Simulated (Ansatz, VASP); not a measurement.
# Two plane-wave programs on ZnS

```
Zn S
1.0
     0.00000    2.72148    2.72148
     2.72148    0.00000    2.72148
     2.72148    2.72148    0.00000
Zn S
1 1
Cartesian
  1.3607 1.3607 1.3607
  0.0000 0.0000 0.0000
```

Alike in both runs: functional PBE; k mesh 10 × 10 × 10; occupations gaussian, width 0.02 eV; no spin polarisation.

Ansatz relaxed the structure, and its values are those at the end. VASP's run is a single point on that final structure, the one shown.

```csv
,VASP,Ansatz
version,VASP 6.6.1,Ansatz 0.2.0
potentials or method,"VASP PAW PBE potentials, release 64 (Zn, S)","scalar-relativistic, plane waves, PAW"
plane-wave cutoff (eV),520,420
valence electrons in the cell,18,18
```

|  | VASP | Ansatz | Ansatz less VASP |
| --- | --- | --- | --- |
| gap on the k mesh at the Fermi level (eV) | 2.02 | 2.02 | -0.004 |
| least direct gap on the mesh (eV) | 2.02 | 2.02 | -0.004 |
| pressure (GPa) | 0.2 | 0.0 | -0.15 |

Expect the measured gap to be larger: semilocal functionals such as PBE lack the derivative discontinuity.
